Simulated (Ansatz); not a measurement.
KBr

Computed with Ansatz (plane waves, PAW, 500 eV cutoff): r²SCAN, scalar-relativistic, no spin polarisation, 6×6×6 k-mesh, Gaussian smearing of 0.05 eV. The datasets are Ansatz's generated set soft_2.

```xyz
2
Lattice="0.0000 3.3040 3.3040 3.3040 0.0000 3.3040 3.3040 3.3040 0.0000" Properties=species:S:1:pos:R:3 pbc="T T T"
K     0.0000    0.0000    0.0000
Br    3.3040    3.3040    3.3040
```

The chain of runs began from a cell as deposited in COD, expanded in volume. Of that entry: the entry's cell lengths or inner coordinates differ somewhat from later room-temperature determinations.

Which orbitals make up the states within about 0.6 eV of each band edge?

Valence edge: Br 4p 99 %. Conduction edge: K 4s 76 %, Br 4s 21 %. Shares are among the projected shells; the gap is 5.07 eV.

Density of states (tetrahedra, averaged over 0.5 eV; states/eV per cell of 2 atoms; energy in eV from the Fermi level; projections on Löwdin-orthogonalised atomic orbitals, summed over sites):

```csv
E,total,Br 4p,K 4s,Br 4s,K 3p
-3.60,2.4,2.1,0.2,0.0,0.0
-3.10,6.5,6.3,0.1,0.0,0.0
-2.60,3.1,3.1,0.0,0.0,0.0
-2.10,0.0,0.0,0.0,0.0,0.0
-1.60,0.0,0.0,0.0,0.0,0.0
-1.10,0.0,0.0,0.0,0.0,0.0
-0.60,0.0,0.0,0.0,0.0,0.0
-0.10,0.0,0.0,0.0,0.0,0.0
0.40,0.0,0.0,0.0,0.0,0.0
0.90,0.0,0.0,0.0,0.0,0.0
1.40,0.0,0.0,0.0,0.0,0.0
1.90,0.0,0.0,0.0,0.0,0.0
2.40,0.0,0.0,0.0,0.0,0.0
2.90,0.1,0.0,0.1,0.0,0.0
3.40,0.2,0.0,0.1,0.0,0.0
3.90,0.5,0.0,0.2,0.0,0.0
```

Formal charges K⁺, Br⁻ balance and leave closed shells on every ion, so a band insulator is expected, and the gap is 5.07 eV.

Crossing the gap moves an electron from the anion's filled p shell to the metal's empty orbitals, as in ionic insulators.

Semilocal functionals underestimate band gaps, commonly by a third or more.
